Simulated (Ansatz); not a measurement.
Level of theory: Ansatz 0.2.0, DFT PBE, scalar-relativistic, plane waves, PAW. All cells share a 420 eV cutoff and Γ-centred k meshes spaced at most about 0.3 Å⁻¹ (about 0.25 or finer for metals, 2π included). No spin polarisation in the final relaxations.

Temperature and zero-point effects are left out.

Compare these two cells of Si, each relaxed at this level.

A.

```
Si
1.0
     3.13763    1.81151    3.42627
    -3.13763    1.81151    3.42627
     0.00000   -3.62302    3.42627
Si
6
Direct
  0.13898 0.13898 0.55524
  0.55524 0.13898 0.13898
  0.13898 0.55524 0.13898
  0.44476 0.86102 0.86102
  0.86102 0.86102 0.44476
  0.86102 0.44476 0.86102
```

B.

```
Si
1.0
     7.29993    0.00000    0.00000
    -3.64996    6.32192    0.00000
     0.00000    0.00000    3.56035
Si
9
Cartesian
  2.4855 0.4938 2.7065
  5.6296 1.9056 1.5197
  2.8348 3.9226 0.3329
  4.4651 3.9226 2.0407
  4.8145 0.4938 3.2275
  1.6703 1.9056 0.8539
  -1.1023 4.8510 0.5934
  0.0000 2.9418 2.9670
  1.1023 4.8510 1.7802
```

Problem. Which form is favoured at zero pressure, and by what margin per atom?

Solution. A is lower, by 96 meV/atom. A has space group R-3m (No. 166), 19.5 Å³/atom and no gap on its mesh; B has space group P3_212 (No. 153), 18.3 Å³/atom and no gap. Counting all near atoms (those within 1.25 times the shortest such distance or 1.15 times the sum of covalent radii; a plus sign parts nearer from farther groups; a slash parts the counts of unlike sites), A has Si 5 and B has Si 4+1/4+2. The lower one is the more open, so pressure narrows the difference. Both come from invented guesses. A third cell relaxed alike, in Pccm, lies 120 meV/atom below the lower of the two. The part of the Crystallography Open Database at hand lists Si in space groups No. 64, 74, 164, 191, 194 and others; no cell shown has one of them.

Cells relaxed within their symmetry can be saddle points.
